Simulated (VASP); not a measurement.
Write the native input for VASP 6.6.1 that does the following.

```
Task                   : band structure
Functional             : r2SCAN
Potentials or basis    : VASP PAW PBE potentials, release 64 (Ce, O)
Cutoff                 : 520 eV
k mesh                 : 9 × 9 × 9
Occupations            : fermi-dirac, width 0.05 eV
Spin                   : collinear spin, ferromagnetic start
Starting moments       : [1.0, 0.0] μB
Further INCAR settings : ALGO = Normal; EDIFF = 1e-06; NBANDS = 20
```

The structure of CeO lies in POSCAR:

```
CeO
1.0
    1.2318552300      0.7112119500      3.9303922000
   -1.2318552300      0.7112119500      3.9303922000
    0.0000000000     -1.4224239000      3.9303922000
Ce O
1 1
Direct
    0.5000000000      0.5000000000      0.5000000000
    0.0000000000      0.0000000000      0.0000000000
```

The cell comes from a database or a generator and needn't be the stable form of this composition.

The input as run:

INCAR

```
ALGO = Normal
EDIFF = 1E-6
ENCUT = 520
ISIF = 2
ISMEAR = -1
ISPIN = 2
LASPH = T
LCHARG = F
LMAXMIX = 6
LMIXTAU = T
LORBIT = 11
LREAL = F
LWAVE = F
MAGMOM = 1 0
METAGGA = R2SCAN
NBANDS = 20
NELM = 100
PREC = Accurate
SIGMA = 0.05
```

KPOINTS

```
k-points
0
Gamma
  9 9 9
```

KPOINTS_OPT

```
path GLB1,BZGX,QFP1Z,LP
15
line-mode
reciprocal
 0.0000000000  0.0000000000  0.0000000000  G
 0.5000000000  0.0000000000  0.0000000000  L

 0.5000000000  0.0000000000  0.0000000000  L
 0.5000000000  0.1884957276 -0.1884957276  B1

 0.8115042724  0.5000000000  0.1884957276  B
 0.5000000000  0.5000000000  0.5000000000  Z

 0.5000000000  0.5000000000  0.5000000000  Z
 0.0000000000  0.0000000000  0.0000000000  G

 0.0000000000  0.0000000000  0.0000000000  G
 0.3442478638  0.0000000000 -0.3442478638  X

 0.6557521362  0.3442478638  0.0000000000  Q
 0.5000000000  0.5000000000  0.0000000000  F

 0.5000000000  0.5000000000  0.0000000000  F
 0.6557521362  0.6557521362  0.1884957276  P1

 0.6557521362  0.6557521362  0.1884957276  P1
 0.5000000000  0.5000000000  0.5000000000  Z

 0.5000000000  0.0000000000  0.0000000000  L
 0.8115042724  0.3442478638  0.3442478638  P
```

Potentials or basis: VASP PAW PBE potentials, release 64 (Ce, O).

Run with:

```bash
$ cat potpaw_PBE.64/Ce/POTCAR potpaw_PBE.64/O/POTCAR > POTCAR
$ mpirun -np 1 vasp_std > vasp.out
```

Results of the run:

```yaml
Pressure: 129.6 GPa
Band_gap_along_the_path: none (metal or under the smearing width)
Net_moment: 0.11 μB per cell
Site_moments: Ce +0.12; O -0.01 μB
Valence_electrons_inside_the_program's_atomic_spheres: Ce 11.67; O 5.05
```

Caveat: the magnetic or orbital state may not be the lowest; a pressure of tens of GPa on the cell as given is suspect, and the run, the potentials or the cell itself is likely at fault; the PAW data sets were made with another functional, which shifts forces and pressure a little; spin-orbit coupling is left out, which moves the levels of the heavy elements; without U or exact exchange the open f shell lies at the Fermi level, which spoils levels, moments and volumes.

It took 13 min on 1 thread of Intel(R) Xeon(R) Platinum 8559C (Emerald Rapids), with other jobs on the host, peak memory 0.27 GiB.
